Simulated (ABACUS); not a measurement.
# In (P6_3/mmc) in ABACUS: reference runs

Aim: a first look at In with PBE, on the cell as given and on a disturbed one.

All numbers are computed with ABACUS 3.10.1; they aren't measurements. Logs are shortened: lines on timing, memory, paths and dates and some standing lists are left out, and cuts for length are marked.

## Step 1: Starting point

It takes space group P6_3/mmc (No. 194, hexagonal). Conventional cell: a = 3.335 Å, b = 3.335 Å, c = 5.509 Å, α = 90.00°, β = 90.00°, γ = 120.00°. In (site symmetry -6m2) is surrounded by 12 In at 3.34 to 3.36 Å.

This isn't the form of In at room conditions, which is tetragonal.

## Step 2: Single point, PBE

The input, INPUT:

```
INPUT_PARAMETERS
suffix              In
calculation         scf
basis_type          pw
pseudo_dir          ./
symmetry            1
dft_functional      pbe
ecutwfc             71
pseudo_rcut         10
nspin               1
nbands              17
ks_solver           dav
smearing_method     fd
smearing_sigma      0.00367493
scf_thr             1e-08
scf_nmax            100
mixing_type         broyden
mixing_beta         0.7
cal_force           1
cal_stress          1
kpar                4
```

The input, STRU:

```
ATOMIC_SPECIES
In 114.8180 In.upf

LATTICE_CONSTANT
1.8897261246

LATTICE_VECTORS
3.3354847820 0.0000000000 0.0000000000
-1.6677423910 2.8886145552 0.0000000000
0.0000000000 0.0000000000 5.5091429200

ATOMIC_POSITIONS
Direct

In
0.0
2
0.6666666667 0.3333333333 0.7500000000 1 1 1
0.3333333333 0.6666666667 0.2500000000 1 1 1
```

The input, KPT:

```
K_POINTS
0
Gamma
9 9 5 0 0 0
```

Potentials or basis: PseudoDojo NC SR 0.4.1 PBE standard, plane waves.

Command:

```console
OMP_NUM_THREADS=1 mpirun -np 4 abacus > log
```

running log:

```text
ABACUS v3.10.1

               Atomic-orbital Based Ab-initio Computation at UStc

 ------------------------------------------------------------------------------------

 READING GENERAL INFORMATION
                           global_out_dir = OUT.In/
                           global_in_card = INPUT
                               pseudo_dir = ./
                              orbital_dir =
                                    DSIZE = 4
                                    GSIZE = 1

 READING UNITCELL INFORMATION
                                    ntype = 1
                  lattice constant (Bohr) = 1.88973
              lattice constant (Angstrom) = 1

 READING ATOM TYPE 1
                               atom label = In
                      L=0, number of zeta = 1
                      L=1, number of zeta = 1
                      L=2, number of zeta = 1
             number of atom for this type = 2

                        TOTAL ATOM NUMBER = 2
DIRECT COORDINATES
    atom                   x                   y                   z     mag                  vx                  vy                  vz
taud_In1            0.6666666667        0.3333333333        0.7500000000  0.0000        0.0000000000        0.0000000000        0.0000000000
taud_In2            0.3333333333        0.6666666667        0.2500000000  0.0000        0.0000000000        0.0000000000        0.0000000000

                          Volume (Bohr^3) = 358.203
                             Volume (A^3) = 53.0801

 Lattice vectors: (Cartesian coordinate: in unit of a_0)
             +3.33548                  +0                  +0
             -1.66774            +2.88861                  +0
                   +0                  +0            +5.50914
 Reciprocal vectors: (Cartesian coordinate: in unit of 2 pi/a_0)
            +0.299806           +0.173093                  -0
                   -0           +0.346187                  -0
                   +0                  -0           +0.181516
 The esolver type has been set to : ksdft_pw

                PAO radial cut off (Bohr) = 10

 Read in pseudopotential file is In.upf
                     pseudopotential type = NC
          exchange-correlation functional = PBE
                 nonlocal core correction = 1
                        valence electrons = 13
                                     lmax = 2
                           number of zeta = 3
                     number of projectors = 6
                           L of projector = 0
                           L of projector = 0
                           L of projector = 1
                           L of projector = 1
                           L of projector = 2
                           L of projector = 2
     initial pseudo atomic orbital number = 18

 SETUP THE ELECTRONS NUMBER
            electron number of element In = 13
      total electron number of element In = 26
            AUTOSET number of electrons:  = 26
                           occupied bands = 13
                                   NBANDS = 17
                                   NLOCAL = 18

%%%%%%%%%%%%%%%%%%%%%%%%%%%%%%%%%%%%%%%%%%%%%%%%%%%%%%%%%%%%%%%%%%%%%%%%%%%%%%%%%%%%%%%%%%%%%%%%%%%%%%%%%%
 Warning: the number of valence electrons in pseudopotential > 3 for In: [Kr] 4d10 5s2 5p1
 Pseudopotentials with additional electrons can yield (more) accurate outcomes, but may be less efficient.
 If you're confident that your chosen pseudopotential is appropriate, you can safely ignore this warning.
%%%%%%%%%%%%%%%%%%%%%%%%%%%%%%%%%%%%%%%%%%%%%%%%%%%%%%%%%%%%%%%%%%%%%%%%%%%%%%%%%%%%%%%%%%%%%%%%%%%%%%%%%%

 SETUP THE PLANE WAVE BASIS
 energy cutoff for charge/potential (unit:Ry) = 284
            fft grid for charge/potential = [ 36, 36, 60 ]
                        fft grid division = [ 1, 1, 1 ]
        big fft grid for charge/potential = [ 36, 36, 60 ]
                                     nbxx = 77760
                                     nrxx = 77760

 SETUP PLANE WAVES FOR CHARGE/POTENTIAL
                    number of plane waves = 28939
                         number of sticks = 769

 PARALLEL PW FOR CHARGE/POTENTIAL
     PROC   COLUMNS(POT)             PW
        1            769          28939
 --------------- sum -------------------
        1            769          28939
                            number of |g| = 1406
                                  max |g| = 25.6791
                                  min |g| = 0

----------- Double Check Mixing Parameters Begin ------------
mixing_type: broyden
mixing_beta: 0.7
mixing_gg0: 1
mixing_gg0_min: 0.1
mixing_ndim: 8
----------- Double Check Mixing Parameters End ------------

 LATTICE VECTORS: (CARTESIAN COORDINATE: IN UNIT OF A0)
[... 35 lines left out ...]
                                       C3 = 2
                                       C4 = 0
                                       C6 = 2
                                       S1 = 7
                                       S3 = 2
                                       S4 = 0
                                       S6 = 2
               POINT GROUP IN SPACE GROUP = D_6h

 SETUP K-POINTS
                                    nspin = 1
                   Input type of k points = Monkhorst-Pack(Gamma)
                                   nkstot = 405
                       right hand lattice = 1
(for reciprocal lattice: )
                             BRAVAIS TYPE = 4
                     BRAVAIS LATTICE NAME = 04. Hexagonal cell
                                    ibrav = 4
                       right hand lattice = 1
(for k-lattice: )
                             BRAVAIS TYPE = 4
                     BRAVAIS LATTICE NAME = 04. Hexagonal cell
                                    ibrav = 4
                       right hand lattice = 1
                        ROTATION MATRICES = 24
                               nkstot_ibz = 36
K-POINTS REDUCTION ACCORDING TO SYMMETRY
     IBZ    DIRECT_X    DIRECT_Y    DIRECT_Z  WEIGHT  ibz2bz
       1  0.00000000  0.00000000  0.00000000  0.0025       0
       2 -0.11111111  0.11111111  0.00000000  0.0148       1
       3 -0.22222222  0.22222222  0.00000000  0.0148       2
       4 -0.33333333  0.33333333  0.00000000  0.0148       3
       5 -0.44444444  0.44444444  0.00000000  0.0148       4
       6 -0.11111111  0.22222222  0.00000000  0.0148      10
[... 22 lines left out ...]
      29 -0.44444444  0.44444444  0.40000000  0.0296     166
      30 -0.11111111  0.22222222  0.40000000  0.0296     172
[... 6 further k points ...]

                               nkstot now = 36
[... K-POINTS DIRECT COORDINATES: 36 rows ...]

           k-point number in this process = 9
       minimum distributed K point number = 9
[... stars of the k points ...]

[... K-POINTS CARTESIAN COORDINATES: 9 rows ...]

[... K-POINTS DIRECT COORDINATES: 9 rows ...]

 SETUP PLANE WAVES FOR WAVE FUNCTIONS
     energy cutoff for wavefunc (unit:Ry) = 71
              fft grid for wave functions = [ 36, 36, 60 ]
                    number of plane waves = 4867
                         number of sticks = 241

 PARALLEL PW FOR WAVE FUNCTIONS
     PROC   COLUMNS(POT)             PW
        1            241           4867
 --------------- sum -------------------
        1            241           4867

 SETUP NONLOCAL PSEUDOPOTENTIALS IN PLANE WAVE BASIS
 In non-local projectors:
 projector 1 L=0
 projector 2 L=0
 projector 3 L=1
 projector 4 L=1
 projector 5 L=2
 projector 6 L=2
      TOTAL NUMBER OF NONLOCAL PROJECTORS = 36

 Init Non-Local PseudoPotential table :
 Init Non-Local-Pseudopotential done.

                                     npwx = 3681

 Make real space PAO into reciprocal space.
       max mesh points in Pseudopotential = 1001
     dq(describe PAO in reciprocal space) = 0.01
                                    max q = 1015

 number of pseudo atomic orbitals for In is 3
WARNING: norm of atomic wavefunction # 2 of atomic type In is 0.999992, renormalized
WARNING: norm of atomic wavefunction # 3 of atomic type In is 0.998067, renormalized

 -------------------------------------------
 SELF-CONSISTENT
 -------------------------------------------
                                 init_chg = atomic

 PW ALGORITHM --------------- ION=   1  ELEC=   1--------------------------------
 Notice: Threshold on eigenvalues was too large.
 hsover_error=0.26 > DRHO=0.0117341
 Origin diag ethr = 0.01
 New diag ethr = 4.5131e-05

 Density error is 0.0120382871784
                          Error Threshold = 4.51310357925e-05
----------------------------------------------------------
     Energy           Rydberg                 eV
----------------------------------------------------------
 E_KohnSham     -265.8044249371      -3616.4547327585
 E_Harris       -267.0464571725      -3633.3534482588
 E_Fermi        0.7713626120         10.4949267478
----------------------------------------------------------
[... 63 lines left out ...]
 Density error is 2.25542820813e-10
                          Error Threshold = 6.00657069239e-11
----------------------------------------------------------
     Energy           Rydberg                 eV
----------------------------------------------------------
 E_KohnSham     -265.8068685913      -3616.4879803784
 E_KS(sigma->0) -265.8063665129      -3616.4811492514
 E_Harris       -265.8070081432      -3616.4898790797
 E_band         -3.2977052025        -44.8675810781
 E_one_elec     -67.9406621228       -924.3801307632
 E_Hartree      55.4549174817        754.5028598706
 E_xc           -80.1390987780       -1090.3483759662
 E_Ewald        -173.1810210153      -2356.2486712657
 E_entropy(-TS) -0.0010041568        -0.0136622540
 E_descf        0.0000000000         0.0000000000
 E_exx          0.0000000000         0.0000000000
 E_Fermi        0.7640780169         10.3958147466
----------------------------------------------------------

 charge density convergence is achieved
 final etot is -3616.4879804 eV
 EFERMI = 10.395814747 eV

 STATE ENERGY(eV) AND OCCUPATIONS    NSPIN == 1
 1/9 kpoint (Cartesian) = 0.0000 0.0000 0.0000 (3681 pws)
       1       -4.37336     0.00493827
       2       -4.31908     0.00493827
       3       -4.29276     0.00493827
       4       -4.29276     0.00493827
       5       -4.26637     0.00493827
       6       -4.26637     0.00493827
[... 9 lines left out ...]
      16        20.5150        0.00000
[... 82 lines left out ...]
       4       -4.24187      0.0296296
       5       -4.24106      0.0296296
       6       -4.23705      0.0296296
[... 9 lines left out ...]
      16        18.9428    1.71101e-76
      17        19.4422    7.86036e-81

[... levels at 3 further k points ...]

------------------------------------------------------------------------------------------
 TOTAL-FORCE (eV/Angstrom)
------------------------------------------------------------------------------------------
                       In1         0.0000000000         0.0000000000         0.0000000000
                       In2         0.0000000000         0.0000000000         0.0000000000
------------------------------------------------------------------------------------------

----------------------------------------------------------------
 TOTAL-STRESS (KBAR)
----------------------------------------------------------------
        15.6080995993         0.0000000000         0.0000000000
         0.0000000000        15.6080995987         0.0000000000
        -0.0000000000         0.0000000000        12.1535722017
----------------------------------------------------------------
 TOTAL-PRESSURE: 14.456590 KBAR

 --------------------------------------------
 !FINAL_ETOT_IS -3616.4879803784156138 eV
 --------------------------------------------
```

It took 11 s on 4 MPI ranks of Intel Xeon Platinum 8488C (Sapphire Rapids), shared host; peak memory 0.36 GiB.

What came out:

* Free energy: -3616.4880 eV
* Pressure: 1.4 GPa
* Band gap on the k mesh: none (metal or under the smearing width)

Stress tensor (GPa, compression positive):
```
1.56 0.00 0.00
0.00 1.56 0.00
0.00 0.00 1.22
```

(Continued in part 2 of 2.)
